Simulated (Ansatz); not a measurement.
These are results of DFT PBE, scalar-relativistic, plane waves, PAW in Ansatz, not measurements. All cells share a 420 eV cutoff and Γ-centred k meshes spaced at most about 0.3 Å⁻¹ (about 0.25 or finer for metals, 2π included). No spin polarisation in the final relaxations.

Temperature and zero-point effects are left out. All come from trial cells, and lower structures may exist.

Task: These unrelaxed guesses for BAs2 are each relaxed within their symmetry. Order them by the energy at which they end, lowest first.
1.

```xyz
3
Lattice="3.2943 0.0000 0.0000 -1.6471 2.8529 0.0000 0.0000 0.0000 5.5040" Properties=species:S:1:pos:R:3 pbc="T T T"
B     0.0000    0.0000    0.0000
As    0.0000    1.9019    1.3760
As    1.6471    0.9510    4.1280
```

2.

```xyz
3
Lattice="0.0000 2.8298 2.8298 2.8298 0.0000 2.8298 2.8298 2.8298 0.0000" Properties=species:S:1:pos:R:3 pbc="T T T"
B     0.0000    0.0000    0.0000
As    1.4149    1.4149    1.4149
As    4.2446    4.2446    4.2446
```

3.

```xyz
3
Lattice="2.9319 0.0000 0.0000 0.0000 2.9319 0.0000 0.0000 0.0000 6.0492" Properties=species:S:1:pos:R:3 pbc="T T T"
B     0.0000    0.0000    0.0000
As    1.4659    1.4659    1.7845
As    1.4659    1.4659    4.2647
```

4.

```xyz
6
Lattice="-3.0541 3.0541 2.8472 3.0541 -3.0541 2.8472 3.0541 3.0541 -2.8472" Properties=species:S:1:pos:R:3 pbc="T T T"
B     0.0000    0.0000    4.4280
B     0.0000    0.0000    1.2664
As    4.5481    0.0000    0.0000
As    1.5602    0.0000    0.0000
As    0.0000    4.5481    0.0000
As    0.0000    1.5602    0.0000
```

Result: 4 (ends in I4/mmm, 0 meV/atom), 1 (ends in P-3m1, cadmium iodide type, 32 meV/atom), 3 (ends in P4/mmm, 0.38 eV/atom), 2 (ends in Fm-3m, fluorite type, 0.52 eV/atom). Even the lowest end lies +0.52 eV/atom against the elements.

Weakly bound directions are ill-defined at this level, which has no dispersion term (I4/mmm, P4/mmm), and this can change margins and order among such cells. In P-3m1, P4/mmm, Fm-3m an odd number of electrons in the primitive cell allows no gap without spin; a larger cell or a magnetic state could open one. A magnetic state wasn't ruled out in cells without spin, among them P-3m1, P4/mmm, Fm-3m. Cells relaxed within their symmetry can be saddle points. Some types were kept out of the candidates beforehand, so the set may lack a known form.
